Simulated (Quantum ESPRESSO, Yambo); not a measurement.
## GaAs (F-43m): G0W0 in Yambo against the bands

Aim: move the bands of a G0W0 run on GaAs (F-43m) over a wide range.

Calculated with Yambo 5.3.0; PBE and many-body steps on it, plane waves.

This is a report of a sequence of runs, with most program output left out.

### Step 1. The starting structure

Symmetry: F-43m, No. 216, cubic system. The conventional cell has a = 5.654 Å, b = 5.654 Å, c = 5.654 Å, α = 90.00°, β = 90.00°, γ = 90.00°. Ga has 4 As at 2.45 Å nearest. Nearest to As lie 4 Ga at 2.45 Å. Farther neighbours are not listed.

Structure file:

```
Ga As
1.0
     0.00000    2.82685    2.82685
     2.82685    0.00000    2.82685
     2.82685    2.82685    0.00000
Ga As
1 1
Direct
  0.00000 0.00000 0.00000
  0.25000 0.25000 0.25000
```

The cell and positions come from the Crystallography Open Database and are kept as given unless a step says otherwise.

### Step 2. 45 bands

This step: Yambo 5.3.0; G0W0 on PBE, plane waves, norm-conserving pseudopotentials.

Now the one-shot GW correction: screening in the RPA, then the self-energy of the levels asked for.

Input file gw1.in:

```
HF_and_locXC
gw0
dyson
ppa
em1d
rim_cut
RandQpts= 1000000
RandGvec= 1 RL
EXXRLvcs= 104 Ry
VXCRLvcs= 416 Ry
Chimod= "HARTREE"
% BndsRnXp
 1 | 45 |
%
NGsBlkXp= 15.5 Ry
% LongDrXp
 1 | 1 | 1 |
%
% GbndRnge
 1 | 45 |
%
DysSolver= "n"
ExtendOut
PPAPntXp= 27.21138 eV
% QPkrange
 1 | 1 | 21 | 24 |
%
```

On the command line:

```
> OMP_NUM_THREADS=1 mpirun -n 4 yambo -F gw1.in -J gw1 -C gw1 > gw1.log
```

It took 47 s on 4 MPI ranks of Arm Neoverse V2, shared host; peak memory 2.1 GiB.

Numbers from this step:

| Item | Value |
| --- | --- |
| G0W0 gap on the points computed | 1.231 eV |
| starting gap on the mesh | 0.5181 eV |
| k of the valence top | 0, 0, 0 |
| k of the conduction bottom | 0, 0, 0 |
| least direct G0W0 gap on the computed points | 1.231 eV |
| Z at the valence top | 0.7962 |
| Z at the conduction bottom | 0.8005 |

The gap on the mesh goes from 0.52 eV to 1.23 eV, a correction of +0.71 eV.

### Step 3. 72 bands

Input file gw2.in:

```
HF_and_locXC
gw0
dyson
ppa
em1d
rim_cut
RandQpts= 1000000
RandGvec= 1 RL
EXXRLvcs= 104 Ry
VXCRLvcs= 416 Ry
Chimod= "HARTREE"
% BndsRnXp
 1 | 72 |
%
NGsBlkXp= 15.5 Ry
% LongDrXp
 1 | 1 | 1 |
%
% GbndRnge
 1 | 72 |
%
DysSolver= "n"
ExtendOut
PPAPntXp= 27.21138 eV
% QPkrange
 1 | 1 | 21 | 24 |
%
```

On the command line:

```
> OMP_NUM_THREADS=1 mpirun -n 4 yambo -F gw2.in -J gw2 -C gw2 > gw2.log
```

It took 85 s on 4 MPI ranks; peak memory 2.1 GiB; 5.6 min of CPU time.

Numbers from this step:

```yaml
g0w0_gap_on_the_points_computed: 1.209 eV
starting_gap_on_the_mesh: 0.5181 eV
k_of_the_valence_top: 0, 0, 0
k_of_the_conduction_bottom: 0, 0, 0
least_direct_g0w0_gap_on_the_computed_points: 1.209 eV
z_at_the_valence_top: 0.7948
z_at_the_conduction_bottom: 0.7988
```

Against the run before, the gap moves by −0.022 eV.

### Step 4. 124 bands

Input file gw3.in:

```
HF_and_locXC
gw0
dyson
ppa
em1d
rim_cut
RandQpts= 1000000
RandGvec= 1 RL
EXXRLvcs= 104 Ry
VXCRLvcs= 416 Ry
Chimod= "HARTREE"
% BndsRnXp
 1 | 124 |
%
NGsBlkXp= 15.5 Ry
% LongDrXp
 1 | 1 | 1 |
%
% GbndRnge
 1 | 124 |
%
DysSolver= "n"
ExtendOut
PPAPntXp= 27.21138 eV
% QPkrange
 1 | 1 | 21 | 24 |
%
```

On the command line:

```
> OMP_NUM_THREADS=1 mpirun -n 4 yambo -F gw3.in -J gw3 -C gw3 > gw3.log
```

The job ended after 2.6 min (4 MPI ranks; peak memory 2.1 GiB; 10 min of CPU time).

This step gave:

```
G0W0 gap on the points computed              : 1.176 eV
starting gap on the mesh                     : 0.5181 eV
k of the valence top                         : 0, 0, 0
k of the conduction bottom                   : 0, 0, 0
least direct G0W0 gap on the computed points : 1.176 eV
```

Against the run before, the gap moves by −0.033 eV.

### Step 5. 210 bands

Input file gw4.in:

```
HF_and_locXC
gw0
dyson
ppa
em1d
rim_cut
RandQpts= 1000000
RandGvec= 1 RL
EXXRLvcs= 104 Ry
VXCRLvcs= 416 Ry
Chimod= "HARTREE"
% BndsRnXp
 1 | 210 |
%
NGsBlkXp= 15.5 Ry
% LongDrXp
 1 | 1 | 1 |
%
% GbndRnge
 1 | 210 |
%
DysSolver= "n"
ExtendOut
PPAPntXp= 27.21138 eV
% QPkrange
 1 | 1 | 21 | 24 |
%
```

On the command line:

```
> OMP_NUM_THREADS=1 mpirun -n 4 yambo -F gw4.in -J gw4 -C gw4 > gw4.log
```

Wall time 4.6 min (4 MPI ranks); peak memory 2.1 GiB.

Numbers from this step:

- G0W0 gap on the points computed: 1.141 eV
- starting gap on the mesh: 0.5181 eV
- k of the valence top: 0, 0, 0
- k of the conduction bottom: 0, 0, 0
- least direct G0W0 gap on the computed points: 1.141 eV

Against the run before, the gap moves by −0.035 eV.

### Step 6. 312 bands

Input file gw5.in:

```
HF_and_locXC
gw0
dyson
ppa
em1d
rim_cut
RandQpts= 1000000
RandGvec= 1 RL
EXXRLvcs= 104 Ry
VXCRLvcs= 416 Ry
Chimod= "HARTREE"
% BndsRnXp
 1 | 312 |
%
NGsBlkXp= 15.5 Ry
% LongDrXp
 1 | 1 | 1 |
%
% GbndRnge
 1 | 312 |
%
DysSolver= "n"
ExtendOut
PPAPntXp= 27.21138 eV
% QPkrange
 1 | 1 | 21 | 24 |
%
```

On the command line:

```
> OMP_NUM_THREADS=1 mpirun -n 4 yambo -F gw5.in -J gw5 -C gw5 > gw5.log
```

It took 6.9 min on 4 MPI ranks; peak memory 2.6 GiB.

This step gave:

```yaml
g0w0_gap_on_the_points_computed: 1.124 eV
starting_gap_on_the_mesh: 0.5181 eV
k_of_the_valence_top: 0, 0, 0
k_of_the_conduction_bottom: 0, 0, 0
least_direct_g0w0_gap_on_the_computed_points: 1.124 eV
```

Against the run before, the gap moves by −0.018 eV.

### Step 7. 427 bands

Input file gw6.in:

```
HF_and_locXC
gw0
dyson
ppa
em1d
rim_cut
RandQpts= 1000000
RandGvec= 1 RL
EXXRLvcs= 104 Ry
VXCRLvcs= 416 Ry
Chimod= "HARTREE"
% BndsRnXp
 1 | 427 |
%
NGsBlkXp= 15.5 Ry
% LongDrXp
 1 | 1 | 1 |
%
% GbndRnge
 1 | 427 |
%
DysSolver= "n"
ExtendOut
PPAPntXp= 27.21138 eV
% QPkrange
 1 | 1 | 21 | 24 |
%
```

On the command line:

```
> OMP_NUM_THREADS=1 mpirun -n 4 yambo -F gw6.in -J gw6 -C gw6 > gw6.log
```

Wall time 9.7 min (4 MPI ranks); peak memory 3.3 GiB.

Numbers from this step:

```yaml
g0w0_gap_on_the_points_computed: 1.112 eV
starting_gap_on_the_mesh: 0.5181 eV
k_of_the_valence_top: 0, 0, 0
k_of_the_conduction_bottom: 0, 0, 0
least_direct_g0w0_gap_on_the_computed_points: 1.112 eV
```

Against the run before, the gap moves by −0.012 eV.

### Step 8. Side by side

Times are wall times on 4 MPI ranks of Arm Neoverse V2, shared host, good to a factor of about two.

| run | mesh | bands | screening cutoff (eV) | DFT gap (eV) | gap on the mesh (eV) | direct (eV) | time |
| --- | --- | --- | --- | --- | --- | --- | --- |
| 45 bands | 4×4×4 | 45 | 210.9 | 0.518 | 1.231 | 1.231 | 47 s |
| 72 bands | 4×4×4 | 72 | 210.9 | 0.518 | 1.209 | 1.209 | 85 s |
| 124 bands | 4×4×4 | 124 | 210.9 | 0.518 | 1.176 | 1.176 | 2.6 min |
| 210 bands | 4×4×4 | 210 | 210.9 | 0.518 | 1.141 | 1.141 | 4.6 min |
| 312 bands | 4×4×4 | 312 | 210.9 | 0.518 | 1.124 | 1.124 | 6.9 min |
| 427 bands | 4×4×4 | 427 | 210.9 | 0.518 | 1.112 | 1.112 | 9.7 min |

### Step 9. Outcome

* 45 bands: 1.231 eV
* 72 bands: 1.209 eV
* 124 bands: 1.176 eV
* 210 bands: 1.141 eV
* 312 bands: 1.124 eV
* 427 bands: 1.112 eV
* known limits: not at the basis limit; no spin-orbit coupling; coarse k mesh

The setting moved: bands. From 45 bands to 427 bands the gap moves by −0.12 eV, for 12 times the time. The last step still moves it by −0.012 eV. Bands and screening cutoff are coupled, so a series along one setting does not show full convergence. Bands and cutoff are finite, so the gap is not at the basis limit. The miss can reach some tenths of an eV and take either sign; the mesh is an error of its own. In the G0W0 runs levels were corrected at 1 k point alone, so a gap called «on the mesh» is the least over those, and an edge elsewhere would be missed. The 4×4×4 mesh is coarse for this cell, which bears on the long-range parts of exchange and screening. The many-body steps are scalar-relativistic: spin-orbit coupling is not in them.

[Paths, hosts, dates, memory and timing lines, banners, echoed tables and standing remarks are left out of the program output.]

[Logs are printed without paths, hosts, clocks, repeated set-up lines and the standing remarks that a program may print on its own settings, such as how far it seeks lower states.]

[Runs of the session that timed out or met a known fault of the program may be left out.]

[Hosts, paths, dates, database ids (printed as entryN), source tags and the programs' standing remarks are cut or masked in the printed files.]
